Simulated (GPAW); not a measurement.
# SrO (Fm-3m) in GPAW: notebook

The runs below take SrO through dielectric tensor, with PBE.

Program: GPAW 26.7.0. These are calculated values, not measurements. Logs are shortened: lines on timing, memory, paths and dates and some standing lists are left out, and cuts for length are marked. The log counts tension as positive stress, the text compression.

**1. The crystal as given**

The structure is cubic, space group Fm-3m (No. 225). Conventional cell: a = 5.028 Å, b = 5.028 Å, c = 5.028 Å, α = 90.00°, β = 90.00°, γ = 90.00°. Sr (site symmetry m-3m) has 6 O at 2.51 Å as nearest neighbours. Around O (site symmetry m-3m) lie 6 Sr at 2.51 Å.

**2. Dielectric tensor, PBE**

Input file run.py:

```python
import numpy as np
from ase import Atoms
from ase.dft.bandgap import bandgap
from ase.io import write
from gpaw import GPAW, PW
from gpaw.response.df import DielectricFunction

atoms = Atoms(['Sr', 'O'],
              cell=[[0.0, 2.5139118308, 2.5139118308],
                    [2.5139118308, 0.0, 2.5139118308],
                    [2.5139118308, 2.5139118308, 0.0]],
              scaled_positions=[[0.5, 0.5, 0.5],
                                [0.0, 0.0, 0.0]],
              pbc=True)

calc = GPAW(mode=PW(650),
            xc='PBE',
            kpts={'size': (7, 7, 7), 'gamma': True},
            occupations={'name': 'fermi-dirac', 'width': 0.001},
            nbands=16,
            convergence={'density': 1e-06},
            maxiter=150,
            txt='gpaw.txt')
atoms.calc = calc
energy = atoms.get_potential_energy()
calc.write('gs.gpw')
write('result.traj', atoms)
print(f'Energy: {energy:.6f} eV')
print('Fermi level:', round(calc.get_fermi_level(), 4), 'eV')
print(f'Gap: {bandgap(calc)[0]:.4f} eV, direct: {bandgap(calc, direct=True)[0]:.4f} eV')

for size in [(20, 20, 20)]:
    name = 'x'.join(str(n) for n in size)
    dense = calc.fixed_density(kpts={'size': size, 'gamma': True},
                               nbands=34, convergence={'bands': 28, 'eigenstates': 1e-7},
                               update_fermi_level=True, txt=f'dense-{name}.txt')
    dense.write(f'{name}.gpw', mode='all')
    df = DielectricFunction(f'{name}.gpw', frequencies=np.array([0.0]), hilbert=False, eta=0.001,
                            ecut=80, nbands=28, intraband=False, txt=f'df-{name}.txt')
    for xc in ['RPA']:
        for direction in ['x', 'y', 'z', [0, 1, 1], [1, 0, 1], [1, 1, 0]]:
            e0, e = df.get_macroscopic_dielectric_constant(xc=xc, direction=direction)
            print(f'{name} {xc} {direction}: {e0:.4f} without, {e:.4f} with local fields')
```

Potentials or basis: GPAW PAW data sets (gpaw-data 1.2.1), pw.

Run with:

```bash
OMP_NUM_THREADS=1 python run.py
```

gpaw.txt:

```text
__  _  _
 | _ |_)|_||  |
 |__||  | ||/\| - 26.7.0

Input parameters:
  mode=PW(ecut=650.0),
  convergence={'density': 1e-06},
  kpts=MonkhorstPack(size=(7, 7, 7), gamma=True),
  maxiter=150,
  nbands=16,
  occupations=Occupations(name='fermi-dirac', width=0.001),
  xc=XC(name='PBE')

Diagonalizing LCAO Hamiltonian
Converting LCAO to pw mode

               Sr

       O

Atoms  # Å, Bohr magnetons
|   | symbol |        x |        y |        z |    initial magnetic moments |
|---|--------|----------|----------|----------|-----------------------------|
| 0 |     Sr | 2.513912 | 2.513912 | 2.513912 | ( 0.0000,  0.0000,  0.0000) |
| 1 |      O | 0.000000 | 0.000000 | 0.000000 | ( 0.0000,  0.0000,  0.0000) |

Unit cell  # Å
| periodic |        x |        y |        z |  lengths |    angles |
|----------|----------|----------|----------|----------|-----------|
|      yes | 0.000000 | 2.513912 | 2.513912 | 3.555208 | 60.000000 |
|      yes | 2.513912 | 0.000000 | 2.513912 | 3.555208 | 60.000000 |
|      yes | 2.513912 | 2.513912 | 0.000000 | 3.555208 | 60.000000 |

Number of symmetries: 48
Symmetry operations  # r_c * U_cc + t_c -> r_c
|    | kind |            matrix            |
|----|------|------------------------------|
|  0 |  σ   |  1, 0, 0,  1, 0,-1,  1,-1, 0 |
|  1 |  C2  |  1, 0, 0,  1,-1, 0,  1, 0,-1 |
|  2 |  E   |  1, 0, 0,  0, 1, 0,  0, 0, 1 |
|  3 |  σ   |  1, 0, 0,  0, 0, 1,  0, 1, 0 |
|  4 |  C4  |  1, 0,-1,  1, 0, 0,  1,-1, 0 |
|  5 |  S6  |  1, 0,-1,  1,-1, 0,  1, 0, 0 |
|  6 |  σ   |  1, 0,-1,  0, 1,-1,  0, 0,-1 |
|  7 |  C3  |  1, 0,-1,  0, 0,-1,  0, 1,-1 |
|  8 |  S6  |  1,-1, 0,  1, 0, 0,  1, 0,-1 |
|  9 |  C4  |  1,-1, 0,  1, 0,-1,  1, 0, 0 |
| 10 |  C3  |  1,-1, 0,  0,-1, 1,  0,-1, 0 |
| 11 |  σ   |  1,-1, 0,  0,-1, 0,  0,-1, 1 |
| 12 |  σ   |  0, 1, 0,  1, 0, 0,  0, 0, 1 |
| 13 |  C4  |  0, 1, 0,  0, 1,-1, -1, 1, 0 |
| 14 |  C3  |  0, 1, 0,  0, 0, 1,  1, 0, 0 |
| 15 |  S6  |  0, 1, 0, -1, 1, 0,  0, 1,-1 |
| 16 |  C2  |  0, 1,-1,  1, 0,-1,  0, 0,-1 |
| 17 |  σ   |  0, 1,-1,  0, 1, 0, -1, 1, 0 |
| 18 |  S4  |  0, 1,-1,  0, 0,-1,  1, 0,-1 |
| 19 |  C4  |  0, 1,-1, -1, 1, 0,  0, 1, 0 |
| 20 |  C3  |  0, 0, 1,  1, 0, 0,  0, 1, 0 |
| 21 |  σ   |  0, 0, 1,  0, 1, 0,  1, 0, 0 |
| 22 |  S6  |  0, 0, 1,  0,-1, 1, -1, 0, 1 |
| 23 |  C4  |  0, 0, 1, -1, 0, 1,  0,-1, 1 |
| 24 |  S4  |  0, 0,-1,  1, 0,-1,  0, 1,-1 |
| 25 |  C3  |  0, 0,-1,  0, 1,-1,  1, 0,-1 |
| 26 |  C2  |  0, 0,-1,  0,-1, 0, -1, 0, 0 |
| 27 |  S6  |  0, 0,-1, -1, 0, 0,  0,-1, 0 |
| 28 |  S4  |  0,-1, 1,  1,-1, 0,  0,-1, 0 |
| 29 |  C4  |  0,-1, 1,  0, 0, 1, -1, 0, 1 |
| 30 |  C2  |  0,-1, 1,  0,-1, 0,  1,-1, 0 |
| 31 |  σ   |  0,-1, 1, -1, 0, 1,  0, 0, 1 |
| 32 |  C3  |  0,-1, 0,  1,-1, 0,  0,-1, 1 |
| 33 |  S6  |  0,-1, 0,  0, 0,-1, -1, 0, 0 |
| 34 |  S4  |  0,-1, 0,  0,-1, 1,  1,-1, 0 |
| 35 |  C2  |  0,-1, 0, -1, 0, 0,  0, 0,-1 |
| 36 |  C2  | -1, 1, 0,  0, 1, 0,  0, 1,-1 |
| 37 |  S6  | -1, 1, 0,  0, 1,-1,  0, 1, 0 |
| 38 |  S4  | -1, 1, 0, -1, 0, 1, -1, 0, 0 |
| 39 |  C3  | -1, 1, 0, -1, 0, 0, -1, 0, 1 |
| 40 |  S6  | -1, 0, 1,  0, 0, 1,  0,-1, 1 |
| 41 |  C2  | -1, 0, 1,  0,-1, 1,  0, 0, 1 |
| 42 |  C3  | -1, 0, 1, -1, 1, 0, -1, 0, 0 |
| 43 |  S4  | -1, 0, 1, -1, 0, 0, -1, 1, 0 |
| 44 |  C2  | -1, 0, 0,  0, 0,-1,  0,-1, 0 |
| 45 |  i   | -1, 0, 0,  0,-1, 0,  0, 0,-1 |
| 46 |  σ   | -1, 0, 0, -1, 1, 0, -1, 0, 1 |
| 47 |  C2  | -1, 0, 0, -1, 0, 1, -1, 1, 0 |

BZ-sampling:
  Number of BZ points: 343
  Number of IBZ points: 20

  Monkhorst-Pack size: [7, 7, 7]
  Monkhorst-Pack shift: [0, 0, 0]

K-points  # in reciprocal-cell coordinates
|     |                                coordinates |     weight |
|-----|--------------------------------------------|------------|
|   0 | (  0.00000000,   0.00000000,   0.00000000) | 0.00291545 |
|   1 | (  0.14285714,   0.14285714,   0.00000000) | 0.01749271 |
|   2 | (  0.14285714,   0.14285714,   0.14285714) | 0.02332362 |
|   3 | (  0.28571429,   0.14285714,   0.14285714) | 0.03498542 |
|   4 | (  0.28571429,   0.28571429,   0.00000000) | 0.01749271 |
|   5 | (  0.28571429,   0.28571429,   0.14285714) | 0.06997085 |
|   6 | (  0.28571429,   0.28571429,   0.28571429) | 0.02332362 |
|   7 | (  0.42857143,  -0.28571429,  -0.28571429) | 0.03498542 |
|   8 | (  0.42857143,   0.28571429,  -0.42857143) | 0.13994169 |
|   9 | (  0.42857143,   0.28571429,  -0.28571429) | 0.06997085 |
| ... |                                            |            |
|  19 | (  0.42857143,   0.42857143,   0.42857143) | 0.02332362 |

Plane wave coefficients: 1243
Cutoff: 650.0 eV

Spin-components: 1 (collinear spins)
Bands:           16
Projectors:      10
Spin-degeneracy: 2
Datatype:        complex128

Parallelization:
  kpt:    1
  domain: 1
  band:   1

Density:
  Valence electrons: 16.0
  Components: 1
  Grid points: [21 21 21]
  Charge: 0.0  # |e|

Potential:
  Grid points: [21 21 21]

species:
  Sr:
    name:    Strontium
    Z:       38.0
    valence: 10
    core:    28
    charge:  0.0  # [|e|]
    compensation charges:
      type: gauss
      rc: 0.40  # [Å]
      lmax: 2
    cutoffs:
      filter: 2.39  # [Å]
      core: 1.85  # [Å]
    projectors
    | kind |    occ | energy [eV] | rcut [Å] |
    |------|--------|-------------|----------|
    |   4s |  2.000 |     -40.883 |    1.291 |
    |   5s |  2.000 |      -3.525 |    1.291 |
    |   4p |  6.000 |     -22.826 |    1.291 |
    |    p |        |       4.386 |    1.291 |
    |    d |        |       0.000 |    1.254 |

    Using partial waves for Sr as LCAO basis

  O:
    name:    Oxygen
    Z:       8.0
    valence: 6
    core:    2
    charge:  0.0  # [|e|]
    compensation charges:
      type: gauss
      rc: 0.21  # [Å]
      lmax: 2
    cutoffs:
      filter: 1.17  # [Å]
      core: 0.83  # [Å]
    projectors
    | kind |    occ | energy [eV] | rcut [Å] |
    |------|--------|-------------|----------|
    |   2s |  2.000 |     -23.961 |    0.688 |
    |   2p |  4.000 |      -9.029 |    0.598 |
    |    s |        |       3.251 |    0.688 |
    |    p |        |      18.182 |    0.598 |
    |    d |        |       0.000 |    0.619 |

    Using partial waves for O as LCAO basis

Reference energy: -88537.622309  # eV

eigensolver:
  PPCG
  Converge bands: occupied
  niter=2

density mixing:
  MSR1-Mixer
  Pratt-step length: 0.05
  Maximum mixing coefficient: 0.75
  Old densities: 10
  SVD Regularization: 0.005
  Good broyden scale: 1.0
  Trust region scale: 1.0
  Backstep threshold: 4.0
  History deletion threshold: 6.0
  Fourier metric: weight=20.0, sigma=0.015

occupation numbers:
  Fermi-Dirac:
    width: 0.0010  # eV

poisson solver:
  ecut: 5200.0  # eV

xc functional:
  name: PBE with 2 nearest neighbor stencil

convergence criteria:
- Maximum integral of absolute [dens]ity change: 1e-06 electrons / valence electron
- Maximum [total energy] change in last 3 cyles: 0.0005 eV / valence electron
- Maximum integral of absolute [eigenst]ate change: 4e-08 eV^2 / valence electron
maximum number of iterations: 150

SCF iterations
|iter     | |      energy | eigst |  dens |
|---------|-|-------------|-------|-------|
|iter:   1| |  -13.747844 | +0.33 |       |
|iter:   2| |  -13.248747 | -2.08 | -0.92 |
|iter:   3| |  -12.158030 | -1.24 | -0.98 |
|iter:   4| |  -12.154791 | -2.80 | -1.45 |
|iter:   5| |  -12.166456 | -3.21 | -1.67 |
|iter:   6| |  -12.166251 | -4.84 | -2.70 |
|iter:   7| |  -12.166308c| -5.57 | -3.10 |
|iter:   8| |  -12.166313c| -6.76 | -3.63 |
|iter:   9| |  -12.166313c| -7.57c| -4.67 |
|iter:  10| |  -12.166313c| -7.91c| -5.11 |
|iter:  11| |  -12.166313c| -8.89c| -6.04c|

Converged in 11 steps
Energy contributions relative to reference atoms: (reference = -88537.622309)

Energy contributions:
  Kinetic:          21.686288
  Coulomb:         -17.578477
  Zero:             -0.204429
  External:          0.000000
  Xc:              -16.069695
  Entropy:          -0.000000
  Spinorbit:         0.000000
  ----------------------------
  Free energy:     -12.166313
  Extrapolated:    -12.166313

dipole moment: (-14.117531, -14.117531, -14.117531)  # |e|*Ang

Fermi level: 6.602
Eigenvalues  # (at kpt = [0.000, 0.000, 0.000])
| band index |      eig [eV] | occ [0-2] |
|------------|---------------|-----------|
|          0 |       -26.364 |     2.000 |
|          1 |        -9.435 |     2.000 |
|          2 |        -7.946 |     2.000 |
|          3 |        -7.946 |     2.000 |
|          4 |        -7.946 |     2.000 |
|          5 |         5.674 |     2.000 |
[... 8 lines left out ...]
|         14 |        18.447 |     0.000 |
|         15 |        29.903 |     0.000 |

Gap: 3.426 eV
Transition (v -> c):
  (s=0, k=0, n=7, [0.00, 0.00, 0.00]) -> (s=0, k=16, n=8, [0.43, 0.43, 0.00])
Direct/indirect transitions are different
Direct gap: 3.463 eV
Transition at: (s=0, k=16, n=7, [0.43, 0.43, 0.00])
# Writing to gs.gpw (mode='')
```

It took 2.6 min on 1 thread of AMD EPYC 7B13 (Zen 3), shared host; peak memory 0.5 GiB.

Results:

| Property | Result |
| --- | --- |
| Free energy | -12.1663 eV |
| Band gap on the k mesh | 3.43 eV, indirect (least direct gap 3.46 eV) |
| Electronic dielectric tensor (diagonal) | 3.56 |

Electronic dielectric tensor:
```
3.56 0.00 0.00
0.00 3.56 0.00
0.00 0.00 3.56
```

Caveat: the long-wavelength limit can be off by a per cent or two. As with any semilocal functional, this PBE gap is likely too small.

**3. Dielectric tensor, PBE**

This run uses another cell than the first one, of 16.23 Å³/atom, 1.021 times its volume.

Edit run.py of step 2 so:

```diff
@@ -8,5 +8,5 @@
 atoms = Atoms(['Sr', 'O'],
-              cell=[[0.0, 2.5139118308, 2.5139118308],
-                    [2.5139118308, 0.0, 2.5139118308],
-                    [2.5139118308, 2.5139118308, 0.0]],
+              cell=[[0.0, 2.5316160185, 2.5316160185],
+                    [2.5316160185, 0.0, 2.5316160185],
+                    [2.5316160185, 2.5316160185, 0.0]],
               scaled_positions=[[0.5, 0.5, 0.5],
```

Potentials or basis: GPAW PAW data sets (gpaw-data 1.2.1), pw.

Run with:

```bash
OMP_NUM_THREADS=1 python run.py
```

gpaw.txt:

```text
__  _  _
 | _ |_)|_||  |
 |__||  | ||/\| - 26.7.0

Input parameters:
  mode=PW(ecut=650.0),
  convergence={'density': 1e-06},
  kpts=MonkhorstPack(size=(7, 7, 7), gamma=True),
  maxiter=150,
  nbands=16,
  occupations=Occupations(name='fermi-dirac', width=0.001),
  xc=XC(name='PBE')

Diagonalizing LCAO Hamiltonian
Converting LCAO to pw mode

               Sr

       O

Atoms  # Å, Bohr magnetons
|   | symbol |        x |        y |        z |    initial magnetic moments |
|---|--------|----------|----------|----------|-----------------------------|
| 0 |     Sr | 2.531616 | 2.531616 | 2.531616 | ( 0.0000,  0.0000,  0.0000) |
| 1 |      O | 0.000000 | 0.000000 | 0.000000 | ( 0.0000,  0.0000,  0.0000) |

Unit cell  # Å
| periodic |        x |        y |        z |  lengths |    angles |
|----------|----------|----------|----------|----------|-----------|
|      yes | 0.000000 | 2.531616 | 2.531616 | 3.580246 | 60.000000 |
|      yes | 2.531616 | 0.000000 | 2.531616 | 3.580246 | 60.000000 |
|      yes | 2.531616 | 2.531616 | 0.000000 | 3.580246 | 60.000000 |

Number of symmetries: 48
Symmetry operations  # r_c * U_cc + t_c -> r_c
|    | kind |            matrix            |
|----|------|------------------------------|
|  0 |  σ   |  1, 0, 0,  1, 0,-1,  1,-1, 0 |
|  1 |  C2  |  1, 0, 0,  1,-1, 0,  1, 0,-1 |
|  2 |  E   |  1, 0, 0,  0, 1, 0,  0, 0, 1 |
|  3 |  σ   |  1, 0, 0,  0, 0, 1,  0, 1, 0 |
|  4 |  C4  |  1, 0,-1,  1, 0, 0,  1,-1, 0 |
|  5 |  S6  |  1, 0,-1,  1,-1, 0,  1, 0, 0 |
|  6 |  σ   |  1, 0,-1,  0, 1,-1,  0, 0,-1 |
|  7 |  C3  |  1, 0,-1,  0, 0,-1,  0, 1,-1 |
|  8 |  S6  |  1,-1, 0,  1, 0, 0,  1, 0,-1 |
|  9 |  C4  |  1,-1, 0,  1, 0,-1,  1, 0, 0 |
| 10 |  C3  |  1,-1, 0,  0,-1, 1,  0,-1, 0 |
| 11 |  σ   |  1,-1, 0,  0,-1, 0,  0,-1, 1 |
| 12 |  σ   |  0, 1, 0,  1, 0, 0,  0, 0, 1 |
| 13 |  C4  |  0, 1, 0,  0, 1,-1, -1, 1, 0 |
| 14 |  C3  |  0, 1, 0,  0, 0, 1,  1, 0, 0 |
| 15 |  S6  |  0, 1, 0, -1, 1, 0,  0, 1,-1 |
| 16 |  C2  |  0, 1,-1,  1, 0,-1,  0, 0,-1 |
| 17 |  σ   |  0, 1,-1,  0, 1, 0, -1, 1, 0 |
| 18 |  S4  |  0, 1,-1,  0, 0,-1,  1, 0,-1 |
| 19 |  C4  |  0, 1,-1, -1, 1, 0,  0, 1, 0 |
| 20 |  C3  |  0, 0, 1,  1, 0, 0,  0, 1, 0 |
| 21 |  σ   |  0, 0, 1,  0, 1, 0,  1, 0, 0 |
| 22 |  S6  |  0, 0, 1,  0,-1, 1, -1, 0, 1 |
| 23 |  C4  |  0, 0, 1, -1, 0, 1,  0,-1, 1 |
| 24 |  S4  |  0, 0,-1,  1, 0,-1,  0, 1,-1 |
| 25 |  C3  |  0, 0,-1,  0, 1,-1,  1, 0,-1 |
| 26 |  C2  |  0, 0,-1,  0,-1, 0, -1, 0, 0 |
| 27 |  S6  |  0, 0,-1, -1, 0, 0,  0,-1, 0 |
| 28 |  S4  |  0,-1, 1,  1,-1, 0,  0,-1, 0 |
| 29 |  C4  |  0,-1, 1,  0, 0, 1, -1, 0, 1 |
| 30 |  C2  |  0,-1, 1,  0,-1, 0,  1,-1, 0 |
| 31 |  σ   |  0,-1, 1, -1, 0, 1,  0, 0, 1 |
| 32 |  C3  |  0,-1, 0,  1,-1, 0,  0,-1, 1 |
| 33 |  S6  |  0,-1, 0,  0, 0,-1, -1, 0, 0 |
| 34 |  S4  |  0,-1, 0,  0,-1, 1,  1,-1, 0 |
| 35 |  C2  |  0,-1, 0, -1, 0, 0,  0, 0,-1 |
| 36 |  C2  | -1, 1, 0,  0, 1, 0,  0, 1,-1 |
| 37 |  S6  | -1, 1, 0,  0, 1,-1,  0, 1, 0 |
| 38 |  S4  | -1, 1, 0, -1, 0, 1, -1, 0, 0 |
| 39 |  C3  | -1, 1, 0, -1, 0, 0, -1, 0, 1 |
| 40 |  S6  | -1, 0, 1,  0, 0, 1,  0,-1, 1 |
| 41 |  C2  | -1, 0, 1,  0,-1, 1,  0, 0, 1 |
| 42 |  C3  | -1, 0, 1, -1, 1, 0, -1, 0, 0 |
| 43 |  S4  | -1, 0, 1, -1, 0, 0, -1, 1, 0 |
| 44 |  C2  | -1, 0, 0,  0, 0,-1,  0,-1, 0 |
| 45 |  i   | -1, 0, 0,  0,-1, 0,  0, 0,-1 |
| 46 |  σ   | -1, 0, 0, -1, 1, 0, -1, 0, 1 |
| 47 |  C2  | -1, 0, 0, -1, 0, 1, -1, 1, 0 |

BZ-sampling:
  Number of BZ points: 343
  Number of IBZ points: 20

  Monkhorst-Pack size: [7, 7, 7]
  Monkhorst-Pack shift: [0, 0, 0]

K-points  # in reciprocal-cell coordinates
|     |                                coordinates |     weight |
|-----|--------------------------------------------|------------|
|   0 | (  0.00000000,   0.00000000,   0.00000000) | 0.00291545 |
|   1 | (  0.14285714,   0.14285714,   0.00000000) | 0.01749271 |
|   2 | (  0.14285714,   0.14285714,   0.14285714) | 0.02332362 |
|   3 | (  0.28571429,   0.14285714,   0.14285714) | 0.03498542 |
|   4 | (  0.28571429,   0.28571429,   0.00000000) | 0.01749271 |
|   5 | (  0.28571429,   0.28571429,   0.14285714) | 0.06997085 |
|   6 | (  0.28571429,   0.28571429,   0.28571429) | 0.02332362 |
|   7 | (  0.42857143,  -0.28571429,  -0.28571429) | 0.03498542 |
|   8 | (  0.42857143,   0.28571429,  -0.42857143) | 0.13994169 |
|   9 | (  0.42857143,   0.28571429,  -0.28571429) | 0.06997085 |
| ... |                                            |            |
|  19 | (  0.42857143,   0.42857143,   0.42857143) | 0.02332362 |

Plane wave coefficients: 1243
Cutoff: 650.0 eV

Spin-components: 1 (collinear spins)
Bands:           16
Projectors:      10
Spin-degeneracy: 2
Datatype:        complex128

Parallelization:
  kpt:    1
  domain: 1
  band:   1

Density:
  Valence electrons: 16.0
  Components: 1
  Grid points: [24 24 24]
  Charge: 0.0  # |e|

Potential:
  Grid points: [24 24 24]

species:
  Sr:
    name:    Strontium
    Z:       38.0
    valence: 10
    core:    28
    charge:  0.0  # [|e|]
    compensation charges:
      type: gauss
      rc: 0.40  # [Å]
      lmax: 2
    cutoffs:
      filter: 2.39  # [Å]
      core: 1.85  # [Å]
    projectors
    | kind |    occ | energy [eV] | rcut [Å] |
    |------|--------|-------------|----------|
    |   4s |  2.000 |     -40.883 |    1.291 |
    |   5s |  2.000 |      -3.525 |    1.291 |
    |   4p |  6.000 |     -22.826 |    1.291 |
    |    p |        |       4.386 |    1.291 |
    |    d |        |       0.000 |    1.254 |

    Using partial waves for Sr as LCAO basis

  O:
    name:    Oxygen
    Z:       8.0
    valence: 6
    core:    2
    charge:  0.0  # [|e|]
    compensation charges:
      type: gauss
      rc: 0.21  # [Å]
      lmax: 2
    cutoffs:
      filter: 1.17  # [Å]
      core: 0.83  # [Å]
    projectors
    | kind |    occ | energy [eV] | rcut [Å] |
    |------|--------|-------------|----------|
    |   2s |  2.000 |     -23.961 |    0.688 |
    |   2p |  4.000 |      -9.029 |    0.598 |
    |    s |        |       3.251 |    0.688 |
    |    p |        |      18.182 |    0.598 |
    |    d |        |       0.000 |    0.619 |

    Using partial waves for O as LCAO basis

Reference energy: -88537.622309  # eV

eigensolver:
  PPCG
  Converge bands: occupied
  niter=2

density mixing:
  MSR1-Mixer
  Pratt-step length: 0.05
  Maximum mixing coefficient: 0.75
  Old densities: 10
  SVD Regularization: 0.005
  Good broyden scale: 1.0
  Trust region scale: 1.0
  Backstep threshold: 4.0
  History deletion threshold: 6.0
  Fourier metric: weight=20.0, sigma=0.015

occupation numbers:
  Fermi-Dirac:
    width: 0.0010  # eV

poisson solver:
  ecut: 5200.0  # eV

xc functional:
  name: PBE with 2 nearest neighbor stencil

convergence criteria:
- Maximum integral of absolute [dens]ity change: 1e-06 electrons / valence electron
- Maximum [total energy] change in last 3 cyles: 0.0005 eV / valence electron
- Maximum integral of absolute [eigenst]ate change: 4e-08 eV^2 / valence electron
maximum number of iterations: 150

SCF iterations
|iter     | |      energy | eigst |  dens |
|---------|-|-------------|-------|-------|
|iter:   1| |  -13.777675 | +0.33 |       |
|iter:   2| |  -13.280348 | -2.06 | -0.92 |
|iter:   3| |  -12.199324 | -1.23 | -0.98 |
|iter:   4| |  -12.195532 | -2.79 | -1.45 |
|iter:   5| |  -12.206915 | -3.20 | -1.67 |
|iter:   6| |  -12.206718 | -4.83 | -2.69 |
|iter:   7| |  -12.206782c| -5.54 | -3.08 |
|iter:   8| |  -12.206788c| -6.73 | -3.62 |
|iter:   9| |  -12.206788c| -7.53c| -4.65 |
|iter:  10| |  -12.206788c| -7.87c| -5.09 |
|iter:  11| |  -12.206788c| -8.85c| -6.02c|

Converged in 11 steps
Energy contributions relative to reference atoms: (reference = -88537.622309)

Energy contributions:
  Kinetic:          19.798907
  Coulomb:         -16.105055
  Zero:             -0.186031
  External:          0.000000
  Xc:              -15.714608
  Entropy:          -0.000000
  Spinorbit:         0.000000
  ----------------------------
  Free energy:     -12.206788
  Extrapolated:    -12.206788

dipole moment: (-14.219249, -14.219249, -14.219249)  # |e|*Ang

Fermi level: 6.338
Eigenvalues  # (at kpt = [0.000, 0.000, 0.000])
| band index |      eig [eV] | occ [0-2] |
|------------|---------------|-----------|
|          0 |       -26.616 |     2.000 |
|          1 |        -9.593 |     2.000 |
|          2 |        -8.226 |     2.000 |
|          3 |        -8.226 |     2.000 |
|          4 |        -8.226 |     2.000 |
|          5 |         5.492 |     2.000 |
[... 8 lines left out ...]
|         14 |        18.173 |     0.000 |
|         15 |        29.409 |     0.000 |

Gap: 3.437 eV
Transition (v -> c):
  (s=0, k=0, n=7, [0.00, 0.00, 0.00]) -> (s=0, k=16, n=8, [0.43, 0.43, 0.00])
Direct/indirect transitions are different
Direct gap: 3.494 eV
Transition at: (s=0, k=16, n=7, [0.43, 0.43, 0.00])
# Writing to gs.gpw (mode='')
```

Run time: 2.6 min. Hardware: 1 thread of AMD EPYC 7B13 (Zen 3), shared host; peak memory 0.52 GiB.

What came out:

- Free energy: -12.2068 eV
- Band gap on the k mesh: 3.44 eV, indirect (least direct gap 3.49 eV)
- Electronic dielectric tensor (diagonal): 3.54

Electronic dielectric tensor:
```
3.54 0.00 0.00
0.00 3.54 0.00
0.00 0.00 3.54
```

Caveat: the long-wavelength limit can be off by a per cent or two.
